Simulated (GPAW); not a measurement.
Ba:

```
Ba
1.0
    -2.50650    2.50650    2.50650
     2.50650   -2.50650    2.50650
     2.50650    2.50650   -2.50650
Ba
1
Direct
  0.00000 0.00000 0.00000
```

Base run:

* Program: GPAW 26.7.0
* Functional: PBE
* Potentials or basis: GPAW PAW data sets (gpaw-data 1.2.1)
* Cutoff: 600 eV
* Basis: pw
* k mesh: 8 × 8 × 8
* Occupations: gaussian, width 0.1 eV
* Spin: no spin polarisation

Its results: band gap on the k mesh none (metal or under the smearing width); pressure 0.0 GPa.

Q: The run is repeated on the same cell with these changes: functional from PBE to RPBE; potentials or basis from GPAW PAW data sets (gpaw-data 1.2.1) to the program's PAW data sets (release 1.2.1) made for this functional. What comes out?

A: Band gap on the k mesh none (metal or under the smearing width); pressure 0.7 GPa.
